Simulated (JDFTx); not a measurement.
# SiC (Moissanite) (P6_3mc) in JDFTx: reference runs

Aim: a first look at SiC (Moissanite) with PBE, on the cell as given and on a disturbed one.

Everything below comes from runs of JDFTx 1.7.0 (patched build). Logs are shortened: lines on timing, memory, paths and dates and some standing lists are left out, and cuts for length are marked. The log counts tension as positive stress, the text compression.

**1. The structure**

It takes space group P6_3mc (No. 186, hexagonal). Conventional cell: a = 3.076 Å, b = 3.076 Å, c = 5.048 Å, α = 90.00°, β = 90.00°, γ = 120.00°. Si (site symmetry 3m) has 4 C at 1.87 to 1.94 Å as nearest neighbours. Around C (site symmetry 3m) lie 4 Si at 1.87 to 1.94 Å.

**2. Single point, PBE**

SiC.in reads:

```
lattice \
    5.8127975593    -2.9063987797     0.0000000000 \
    0.0000000000     5.0340303534     0.0000000000 \
    0.0000000000     0.0000000000     9.5393374771
coords-type Lattice
ion Si     0.6666666667     0.3333333333     0.5000000000 1
ion Si     0.3333333333     0.6666666667     0.0000000000 1
ion C      0.6666666667     0.3333333333     0.8850000000 1
ion C      0.3333333333     0.6666666667     0.3850000000 1

ion-species pseudo/Si.upf
ion-species pseudo/C.upf
elec-cutoff 41 328
elec-ex-corr gga-PBE
kpoint-folding 10 10 5
elec-smearing Fermi 0.0018374661
elec-n-bands 14
electronic-SCF nIterations 100 energyDiffThreshold 1e-09
electronic-minimize nIterations 30 energyDiffThreshold 1e-7
converge-empty-states yes
forces-output-coords Cartesian

dump-name run.$VAR
dump End Ecomponents EigStats BandEigs Kpoints Forces Stress ElecDensity Dtot KEdensity
```

Potentials or basis: PseudoDojo-SR-PBE-0.5-standard.

Command:

```sh
> jdftx -c 1 -i SiC.in -o SiC.out
```

The program printed:

```text
*************** JDFTx 1.7.0 (patched build) ***************

Input parsed successfully to the following command list (including defaults):
[... the input with its defaults ...]

---------- Setting up symmetries ----------

Found 24 point-group symmetries of the bravais lattice
Found 12 space-group symmetries with basis
Applied RMS atom displacement 3.35602e-10 bohrs to make symmetries exact.

---------- Initializing the Grid ----------
R =
[       5.8128      -2.9064            0  ]
[            0      5.03403            0  ]
[            0            0      9.53934  ]
unit cell volume = 279.138
G =
[    1.08092   0.624071         -0  ]
[          0    1.24814          0  ]
[          0         -0   0.658661  ]
Minimum fftbox size, Smin = [  48  48  80  ]
Chosen fftbox size, S = [  48  48  80  ]

---------- Initializing tighter grid for wavefunction operations ----------
R =
[       5.8128      -2.9064            0  ]
[            0      5.03403            0  ]
[            0            0      9.53934  ]
unit cell volume = 279.138
G =
[    1.08092   0.624071         -0  ]
[          0    1.24814          0  ]
[          0         -0   0.658661  ]
Minimum fftbox size, Smin = [  36  36  56  ]
Chosen fftbox size, S = [  36  36  56  ]

---------- Exchange Correlation functional ----------
Initalized PBE GGA exchange.
Initalized PBE GGA correlation.

---------- Setting up pseudopotentials ----------
Width of ionic core gaussian charges (only for fluid interactions / plotting) set to 0

Reading pseudopotential file 'pseudo/Si.upf':
  'Si' pseudopotential, 'PBE' functional
  Generated using ONCVPSP code by D. R. Hamann
  4 valence electrons, 2 orbitals, 6 projectors, 1001 radial grid points, with lMax = 2
    3S    l: 0   occupation:  2.0   eigenvalue: -0.397365
    3P    l: 1   occupation:  2.0   eigenvalue: -0.149981
  Core radius for overlap checks: 1.86 bohrs.

Reading pseudopotential file 'pseudo/C.upf':
  'C' pseudopotential, 'PBE' functional
  Generated using ONCVPSP code by D. R. Hamann
  4 valence electrons, 2 orbitals, 4 projectors, 1001 radial grid points, with lMax = 1
    2S    l: 0   occupation:  2.0   eigenvalue: -0.505335
    2P    l: 1   occupation:  2.0   eigenvalue: -0.194238
  Core radius for overlap checks: 1.21 bohrs.

Initialized 2 species with 4 total atoms.

Folded 1 k-points by 10x10x5 to 500 k-points.

---------- Setting up k-points, bands, fillings ----------
Adding inversion symmetry to k-mesh for non-inversion-symmetric unit cell.
Reduced to 42 k-points under symmetry.
Computing the number of bands and number of electrons
Calculating initial fillings.
nElectrons:  16.000000   nBands: 14   nStates: 42

----- Setting up reduced wavefunction bases (one per k-point) -----
average nbasis = 3499.894 , ideal nbasis = 3500.169

---------- Setting up ewald sum ----------
Optimum gaussian width for ewald sums = 2.069378 bohr.
Real space sum over 1089 unit cells with max indices [  5  5  4  ]
Reciprocal space sum over 2873 terms with max indices [  6  6  8  ]

---------- Allocating electronic variables ----------
Initializing wave functions:  linear combination of atomic orbitals
Si pseudo-atom occupations:   s ( 2 )  p ( 2 )
C pseudo-atom occupations:   s ( 2 )  p ( 2 )
	FillingsUpdate:  mu: +0.526522728  nElectrons: 16.000000
LCAOMinimize: Iter:   0  F: -19.0455141344736205  |grad|_K:  8.231e-03  alpha:  1.000e+00
	FillingsUpdate:  mu: +0.488587114  nElectrons: 16.000000
LCAOMinimize: Iter:   1  F: -19.2312045823467557  |grad|_K:  1.852e-04  alpha:  4.288e-01  linmin: -6.124e-01  cgtest:  9.104e-01
LCAOMinimize: Encountered beta<0, resetting CG.
[... 5 lines of inner loops ...]
LCAOMinimize: Iter:   4  F: -19.2313084023371985  |grad|_K:  1.550e-07  alpha:  7.930e-01  linmin: -6.411e-06  cgtest:  3.279e-03
	FillingsUpdate:  mu: +0.488223157  nElectrons: 16.000000
LCAOMinimize: Iter:   5  F: -19.2313084024112442  |grad|_K:  4.263e-08  alpha:  5.048e-01  linmin:  4.183e-03  cgtest: -7.855e-03
LCAOMinimize: Converged (|Delta F|<1.000000e-06 for 2 iters).

-------- Electronic minimization -----------
Will mix electronic density at each iteration.
	FillingsUpdate:  mu: +0.488223157  nElectrons: 16.000000
	FillingsUpdate:  mu: +0.407256893  nElectrons: 16.000000
SCF: Cycle:  0   F: -19.397637071046617   dF: -1.663e-01   |Residual|: 8.553e-02   |deigs|: 6.759e-02
	FillingsUpdate:  mu: +0.403232255  nElectrons: 16.000000
SCF: Cycle:  1   F: -19.401363496411488   dF: -3.726e-03   |Residual|: 4.710e-02   |deigs|: 4.685e-03
	FillingsUpdate:  mu: +0.403397469  nElectrons: 16.000000
SCF: Cycle:  2   F: -19.401677025225027   dF: -3.135e-04   |Residual|: 7.857e-03   |deigs|: 1.573e-03
	FillingsUpdate:  mu: +0.404481180  nElectrons: 16.000000
SCF: Cycle:  3   F: -19.401749932766897   dF: -7.291e-05   |Residual|: 5.748e-03   |deigs|: 1.082e-03
	FillingsUpdate:  mu: +0.404388573  nElectrons: 16.000000
SCF: Cycle:  4   F: -19.401766137489730   dF: -1.620e-05   |Residual|: 1.377e-03   |deigs|: 2.297e-04
	FillingsUpdate:  mu: +0.404452571  nElectrons: 16.000000
SCF: Cycle:  5   F: -19.401767132240362   dF: -9.948e-07   |Residual|: 1.105e-03   |deigs|: 1.182e-04
	FillingsUpdate:  mu: +0.404518231  nElectrons: 16.000000
SCF: Cycle:  6   F: -19.401768355870242   dF: -1.224e-06   |Residual|: 2.409e-04   |deigs|: 8.473e-05
	FillingsUpdate:  mu: +0.404529633  nElectrons: 16.000000
SCF: Cycle:  7   F: -19.401768490514794   dF: -1.346e-07   |Residual|: 6.565e-05   |deigs|: 4.189e-05
	FillingsUpdate:  mu: +0.404531684  nElectrons: 16.000000
SCF: Cycle:  8   F: -19.401768527240797   dF: -3.673e-08   |Residual|: 2.003e-05   |deigs|: 3.344e-05
	FillingsUpdate:  mu: +0.404536042  nElectrons: 16.000000
SCF: Cycle:  9   F: -19.401768542701877   dF: -1.546e-08   |Residual|: 1.542e-05   |deigs|: 3.664e-05
	FillingsUpdate:  mu: +0.404536501  nElectrons: 16.000000
SCF: Cycle: 10   F: -19.401768547260648   dF: -4.559e-09   |Residual|: 2.082e-05   |deigs|: 3.095e-05
	FillingsUpdate:  mu: +0.404534438  nElectrons: 16.000000
SCF: Cycle: 11   F: -19.401768549905913   dF: -2.645e-09   |Residual|: 3.921e-06   |deigs|: 3.598e-05
	FillingsUpdate:  mu: +0.404534071  nElectrons: 16.000000
SCF: Cycle: 12   F: -19.401768550538218   dF: -6.323e-10   |Residual|: 1.636e-06   |deigs|: 2.904e-05
	FillingsUpdate:  mu: +0.404533900  nElectrons: 16.000000
SCF: Cycle: 13   F: -19.401768550820556   dF: -2.823e-10   |Residual|: 1.014e-06   |deigs|: 4.004e-05
SCF: Converged (|Delta E|<1.000000e-09 for 2 iters).

Setting wave functions to eigenvectors of Hamiltonian
Converging empty states (this may take a while):
EmptyStates: None of the convergence criteria satisfied.
|deigs|: 3.711e-04

# Stress tensor in Cartesian coordinates [Eh/a0^3]:
[ -0.000180366            0            0  ]
[            0 -0.000180366            0  ]
[            0            0  -1.2511e-05  ]

# Ionic positions in lattice coordinates:
ion Si   0.666666666666667   0.333333333333333   0.500000000000000 1
ion Si   0.333333333333333   0.666666666666667   0.000000000000000 1
ion C   0.666666666666667   0.333333333333333   0.885000000000000 1
ion C   0.333333333333333   0.666666666666667   0.385000000000000 1

# Forces in Cartesian coordinates:
force Si   0.000000000000000  -0.000000000000000   0.014771994078907 1
force Si   0.000000000000000   0.000000000000000   0.014771994078907 1
force C  -0.000000000000000  -0.000000000000000  -0.014771665205883 1
force C   0.000000000000000   0.000000000000000  -0.014771665205883 1

# Energy components:
   Eewald =      -20.8945946025858653
       EH =        2.3738219630939712
     Eloc =       -6.7675990303332076
      Enl =        0.5172255901126553
      Exc =       -7.5627895146640602
 Exc_core =        1.1364993495173057
       KE =       11.7956676940386629
-------------------------------------
     Etot =      -19.4017685508205382
       TS =        0.0000000000000187
-------------------------------------
        F =      -19.4017685508205560

IonicMinimize: Iter:   0  F: -19.401768550820556  |grad|_K:  8.529e-03
IonicMinimize: None of the convergence criteria satisfied after 0 iterations.

#--- Lowdin population analysis ---
# oxidation-state Si +1.109 +1.109
# oxidation-state C -1.035 -1.035

Dumping 'run.eigStats' ...
	eMin: -0.217985 at state 0 ( [ +0.000000 +0.000000 +0.000000 ] spin 0 )
	HOMO: +0.360045 at state 0 ( [ +0.000000 +0.000000 +0.000000 ] spin 0 )
	mu  : +0.404534
	LUMO: +0.451518 at state 39 ( [ +0.300000 +0.300000 +0.000000 ] spin 0 )
	eMax: +0.759439 at state 17 ( [ +0.000000 +0.500000 +0.400000 ] spin 0 )
	HOMO-LUMO gap: +0.091473
	Optical gap  : +0.150144 at state 15 ( [ +0.000000 +0.500000 +0.000000 ] spin 0 )
WARNING: the last solve of the electrons (or of bands or displaced states from it) ended unconverged.
Done!
[note: mu as printed may lie anywhere between the filled and the empty levels]
```

Run time: 92 s. Hardware: 1 thread of Arm Neoverse V2, shared host; peak memory 0.2 GiB.

What came out:

* Free energy: -527.9490 eV
* Pressure: 3.7 GPa
* Largest force: 0.760 eV/Å
* Band gap on the k mesh: 2.49 eV, indirect (least direct gap 4.09 eV)
* Loewdin charges: Si +1.11; C -1.03 e

Forces in eV/Å, atoms in the order of the input:
```
Si   0.000  0.000  0.760
Si   0.000  0.000  0.760
C    0.000  0.000 -0.760
C    0.000  0.000 -0.760
```

Caveat: the empty levels aren't tightly converged; an odd mesh through Γ misses points on the zone boundary, where band edges often lie. PBE gaps usually lie below the measured ones, often by a third to a half.

**3. Single point, PBE (atoms moved at random, drawn with an rms of 0.05 Å)**

SiC.in, as its differences from that of step 2:

```diff
@@ -5,6 +5,6 @@
 coords-type Lattice
-ion Si     0.6666666667     0.3333333333     0.5000000000 1
-ion Si     0.3333333333     0.6666666667     0.0000000000 1
-ion C      0.6666666667     0.3333333333     0.8850000000 1
-ion C      0.3333333333     0.6666666667     0.3850000000 1
+ion Si     0.6617620000     0.3240020000     0.5082360000 1
+ion Si     0.3343980000     0.6606290000     0.0013330000 1
+ion C      0.6868250000     0.3392420000     0.8874670000 1
+ion C      0.3421420000     0.6690940000     0.3800230000 1
```

Potentials or basis: PseudoDojo-SR-PBE-0.5-standard.

Command:

```sh
> jdftx -c 1 -i SiC.in -o SiC.out
```

The program printed:

```text
*************** JDFTx 1.7.0 (patched build) ***************

Input parsed successfully to the following command list (including defaults):
[... the input with its defaults ...]

---------- Setting up symmetries ----------

Found 24 point-group symmetries of the bravais lattice
Found 1 space-group symmetries with basis
Applied RMS atom displacement 0 bohrs to make symmetries exact.

---------- Initializing the Grid ----------
R =
[       5.8128      -2.9064            0  ]
[            0      5.03403            0  ]
[            0            0      9.53934  ]
unit cell volume = 279.138
G =
[    1.08092   0.624071         -0  ]
[          0    1.24814          0  ]
[          0         -0   0.658661  ]
Minimum fftbox size, Smin = [  48  48  80  ]
Chosen fftbox size, S = [  48  48  80  ]

---------- Initializing tighter grid for wavefunction operations ----------
R =
[       5.8128      -2.9064            0  ]
[            0      5.03403            0  ]
[            0            0      9.53934  ]
unit cell volume = 279.138
G =
[    1.08092   0.624071         -0  ]
[          0    1.24814          0  ]
[          0         -0   0.658661  ]
Minimum fftbox size, Smin = [  36  36  56  ]
Chosen fftbox size, S = [  36  36  56  ]

---------- Exchange Correlation functional ----------
Initalized PBE GGA exchange.
Initalized PBE GGA correlation.

---------- Setting up pseudopotentials ----------
Width of ionic core gaussian charges (only for fluid interactions / plotting) set to 0

Reading pseudopotential file 'pseudo/Si.upf':
  'Si' pseudopotential, 'PBE' functional
  Generated using ONCVPSP code by D. R. Hamann
  4 valence electrons, 2 orbitals, 6 projectors, 1001 radial grid points, with lMax = 2
    3S    l: 0   occupation:  2.0   eigenvalue: -0.397365
    3P    l: 1   occupation:  2.0   eigenvalue: -0.149981
  Core radius for overlap checks: 1.86 bohrs.

Reading pseudopotential file 'pseudo/C.upf':
  'C' pseudopotential, 'PBE' functional
  Generated using ONCVPSP code by D. R. Hamann
  4 valence electrons, 2 orbitals, 4 projectors, 1001 radial grid points, with lMax = 1
    2S    l: 0   occupation:  2.0   eigenvalue: -0.505335
    2P    l: 1   occupation:  2.0   eigenvalue: -0.194238
  Core radius for overlap checks: 1.21 bohrs.

Initialized 2 species with 4 total atoms.

Folded 1 k-points by 10x10x5 to 500 k-points.

---------- Setting up k-points, bands, fillings ----------
Adding inversion symmetry to k-mesh for non-inversion-symmetric unit cell.
Reduced to 252 k-points under symmetry.
Computing the number of bands and number of electrons
Calculating initial fillings.
nElectrons:  16.000000   nBands: 14   nStates: 252

----- Setting up reduced wavefunction bases (one per k-point) -----
average nbasis = 3499.894 , ideal nbasis = 3500.169

---------- Setting up ewald sum ----------
Optimum gaussian width for ewald sums = 2.069378 bohr.
Real space sum over 1089 unit cells with max indices [  5  5  4  ]
Reciprocal space sum over 2873 terms with max indices [  6  6  8  ]

---------- Allocating electronic variables ----------
Initializing wave functions:  linear combination of atomic orbitals
Si pseudo-atom occupations:   s ( 2 )  p ( 2 )
C pseudo-atom occupations:   s ( 2 )  p ( 2 )
	FillingsUpdate:  mu: +0.519188548  nElectrons: 16.000000
LCAOMinimize: Iter:   0  F: -19.0435771152571114  |grad|_K:  3.371e-03  alpha:  1.000e+00
	FillingsUpdate:  mu: +0.484605127  nElectrons: 16.000000
LCAOMinimize: Iter:   1  F: -19.2298084719185205  |grad|_K:  1.136e-04  alpha:  4.269e-01  linmin: -4.630e-01  cgtest:  6.233e-01
LCAOMinimize: Encountered beta<0, resetting CG.
[... 7 lines of inner loops ...]
LCAOMinimize: Iter:   5  F: -19.2300249740608571  |grad|_K:  2.259e-07  alpha:  5.051e-01  linmin:  5.499e-05  cgtest:  1.371e-03
	FillingsUpdate:  mu: +0.484193018  nElectrons: 16.000000
LCAOMinimize: Iter:   6  F: -19.2300249754469128  |grad|_K:  3.258e-08  alpha:  7.463e-01  linmin:  2.295e-04  cgtest: -3.239e-04
LCAOMinimize: Converged (|Delta F|<1.000000e-06 for 2 iters).

-------- Electronic minimization -----------
Will mix electronic density at each iteration.
	FillingsUpdate:  mu: +0.484193018  nElectrons: 16.000000
	FillingsUpdate:  mu: +0.404026392  nElectrons: 16.000000
SCF: Cycle:  0   F: -19.396288955533016   dF: -1.663e-01   |Residual|: 8.565e-02   |deigs|: 6.689e-02
	FillingsUpdate:  mu: +0.401347914  nElectrons: 16.000000
SCF: Cycle:  1   F: -19.400064649628632   dF: -3.776e-03   |Residual|: 4.716e-02   |deigs|: 4.831e-03
	FillingsUpdate:  mu: +0.401920601  nElectrons: 16.000000
SCF: Cycle:  2   F: -19.400391611173724   dF: -3.270e-04   |Residual|: 7.690e-03   |deigs|: 1.600e-03
	FillingsUpdate:  mu: +0.402355400  nElectrons: 16.000000
SCF: Cycle:  3   F: -19.400464125848863   dF: -7.251e-05   |Residual|: 5.322e-03   |deigs|: 1.021e-03
	FillingsUpdate:  mu: +0.402417231  nElectrons: 16.000000
SCF: Cycle:  4   F: -19.400478124814587   dF: -1.400e-05   |Residual|: 1.282e-03   |deigs|: 1.692e-04
	FillingsUpdate:  mu: +0.402562303  nElectrons: 16.000000
SCF: Cycle:  5   F: -19.400479274546267   dF: -1.150e-06   |Residual|: 8.796e-04   |deigs|: 8.801e-05
	FillingsUpdate:  mu: +0.402585208  nElectrons: 16.000000
SCF: Cycle:  6   F: -19.400480177396648   dF: -9.029e-07   |Residual|: 1.993e-04   |deigs|: 6.372e-05
	FillingsUpdate:  mu: +0.402587468  nElectrons: 16.000000
SCF: Cycle:  7   F: -19.400480302632975   dF: -1.252e-07   |Residual|: 7.474e-05   |deigs|: 2.961e-05
	FillingsUpdate:  mu: +0.402591135  nElectrons: 16.000000
SCF: Cycle:  8   F: -19.400480349127449   dF: -4.649e-08   |Residual|: 1.199e-05   |deigs|: 2.386e-05
	FillingsUpdate:  mu: +0.402592123  nElectrons: 16.000000
SCF: Cycle:  9   F: -19.400480363418790   dF: -1.429e-08   |Residual|: 1.065e-05   |deigs|: 2.174e-05
	FillingsUpdate:  mu: +0.402591774  nElectrons: 16.000000
SCF: Cycle: 10   F: -19.400480369906891   dF: -6.488e-09   |Residual|: 1.066e-05   |deigs|: 2.546e-05
	FillingsUpdate:  mu: +0.402592573  nElectrons: 16.000000
SCF: Cycle: 11   F: -19.400480372203997   dF: -2.297e-09   |Residual|: 2.992e-06   |deigs|: 2.055e-05
	FillingsUpdate:  mu: +0.402592644  nElectrons: 16.000000
SCF: Cycle: 12   F: -19.400480373139334   dF: -9.353e-10   |Residual|: 6.820e-07   |deigs|: 1.831e-05
	FillingsUpdate:  mu: +0.402592570  nElectrons: 16.000000
SCF: Cycle: 13   F: -19.400480373459661   dF: -3.203e-10   |Residual|: 6.908e-07   |deigs|: 1.877e-05
SCF: Converged (|Delta E|<1.000000e-09 for 2 iters).

Setting wave functions to eigenvectors of Hamiltonian
Converging empty states (this may take a while):
EmptyStates: None of the convergence criteria satisfied.
|deigs|: 3.349e-04

# Stress tensor in Cartesian coordinates [Eh/a0^3]:
[ -0.000166214 -3.95212e-05 -5.29343e-05  ]
[ -3.95212e-05 -0.000142536 -5.11032e-05  ]
[ -5.29343e-05 -5.11032e-05 -7.28028e-05  ]

# Ionic positions in lattice coordinates:
ion Si   0.661762000000000   0.324002000000000   0.508236000000000 1
ion Si   0.334398000000000   0.660629000000000   0.001333000000000 1
ion C   0.686825000000000   0.339242000000000   0.887467000000000 1
ion C   0.342142000000000   0.669094000000000   0.380023000000000 1

# Forces in Cartesian coordinates:
force Si   0.009623090862993   0.012327056938096  -0.006279381398140 1
force Si   0.016951928663129   0.013112740320768   0.018491914539960 1
force C  -0.019084056363249  -0.014088316261418  -0.017487939837649 1
force C  -0.007491176062551  -0.011351564893817   0.005275335104851 1

# Energy components:
   Eewald =      -20.8977366930913213
       EH =        2.3702996441352537
     Eloc =       -6.7596302190990549
      Enl =        0.5186506662317342
      Exc =       -7.5619412115893496
 Exc_core =        1.1364993229605842
       KE =       11.7933781169925513
-------------------------------------
     Etot =      -19.4004803734595939
       TS =        0.0000000000000679
-------------------------------------
        F =      -19.4004803734596614

IonicMinimize: Iter:   0  F: -19.400480373459661  |grad|_K:  1.344e-02
IonicMinimize: None of the convergence criteria satisfied after 0 iterations.

#--- Lowdin population analysis ---
# oxidation-state Si +1.088 +1.126
# oxidation-state C -1.041 -1.023

Dumping 'run.eigStats' ...
	eMin: -0.218167 at state 0 ( [ +0.000000 +0.000000 +0.000000 ] spin 0 )
	HOMO: +0.359162 at state 0 ( [ +0.000000 +0.000000 +0.000000 ] spin 0 )
	mu  : +0.402593
	LUMO: +0.445686 at state 146 ( [ +0.300000 +0.400000 +0.000000 ] spin 0 )
	eMax: +0.760030 at state 179 ( [ +0.400000 +0.000000 -0.400000 ] spin 0 )
	HOMO-LUMO gap: +0.086524
	Optical gap  : +0.145795 at state 23 ( [ +0.000000 +0.500000 +0.000000 ] spin 0 )
WARNING: the last solve of the electrons (or of bands or displaced states from it) ended unconverged.
Done!
[note: mu as printed may lie anywhere between the filled and the empty levels]
```

It took 8.8 min on 1 thread of Arm Neoverse V2, shared host; peak memory 0.96 GiB.

What came out:

```yaml
Free_energy: -527.9140 eV
Pressure: 3.7 GPa
Largest_force: 1.515 eV/Å
Band_gap_on_the_k_mesh: 2.35 eV, indirect (least direct gap 3.97 eV)
Loewdin_charges: Si +1.09, +1.13; C -1.04, -1.02 e
```

Forces in eV/Å, atoms in the order of the input:
```
Si   0.495  0.634 -0.323
Si   0.872  0.674  0.951
C   -0.981 -0.724 -0.899
C   -0.385 -0.584  0.271
```

Stress tensor (GPa, compression positive):
```
4.89 1.16 1.56
1.16 4.19 1.50
1.56 1.50 2.14
```

Levels at points of the mesh, in eV from the valence-band top:
| k point | band 6 | band 7 | band 8 | band 9 | band 10 |
| --- | --- | --- | --- | --- | --- |
| (0.00, 0.00, 0.00) | -0.24 | -0.15 | 0.00 | 4.65 | 6.05 |
| (0.00, 0.50, 0.00) | -3.51 | -3.34 | -1.34 | 2.63 | 4.11 |
| (0.50, 0.00, 0.00) | -3.46 | -3.41 | -1.35 | 2.64 | 4.24 |
| (0.50, 0.50, 0.00) | -3.50 | -3.31 | -1.36 | 2.62 | 4.05 |

Caveat: the empty levels aren't tightly converged; an odd mesh through Γ misses points on the zone boundary, where band edges often lie.
